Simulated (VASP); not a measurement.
## PbSe (Clausthalite): single point with PBE

**Experimental background.**

A printed reference work, monograph reports, for a bulk crystal of PbSe at 300 K: band gap 0.28 eV (direct).

The system is PbSe (Clausthalite).

```
Pb Se
1.0
     0.00000    3.06065    3.06065
     3.06065    0.00000    3.06065
     3.06065    3.06065    0.00000
Pb Se
1 1
Direct
  0.00000 0.00000 0.00000
  0.50000 0.50000 0.50000
```

```json
{
 "Program": "VASP 6.6.1",
 "Task": "single point",
 "Functional": "PBE",
 "Potentials or basis": "VASP PAW PBE potentials, release 64 (Pb_d, Se)",
 "Cutoff": "520 eV",
 "k mesh": "8 × 8 × 8",
 "Occupations": "gaussian, width 0.019 eV",
 "Spin": "no spin polarisation"
}
```

```
Pressure               : 2.4 GPa
Band gap on the k mesh : 0.29 eV, direct
```

Levels at points of the mesh, in eV from the valence-band top:
```
           k point  band 6  band 7  band 8  band 9  band 10  band 11  band 12  band 13  band 14
(0.00, 0.00, 0.00)  -13.59   -6.30   -1.88   -1.88    -1.88     4.71     4.71     4.71     6.51
(0.50, 0.00, 0.00)  -12.53   -8.81   -1.47   -1.47     0.00     0.29     1.70     1.70     8.55
(0.50, 0.50, 0.00)  -12.16   -7.38   -4.98   -3.24    -3.24     3.69     5.61     5.61     6.05
```

Run time: 26 s on 1 thread of Intel(R) Xeon(R) Platinum 8488C (Sapphire Rapids) (shared host), peak memory 0.18 GiB.

Against the measured gap of PbSe, 0.28 eV (direct; 300 K; a printed reference work, monograph), the calculated 0.29 eV is off by +0.01 eV. 2 values of this kind are on record (0.15 to 0.28 eV); this one was drawn at random. Spin-orbit coupling on Pb, Se is left out. The value is that of PBE on a finite k mesh, which can miss the band edges, without temperature or zero-point motion.

Caveat: spin-orbit coupling is left out, which as a rule narrows the gap of such compounds by several tenths of an eV.
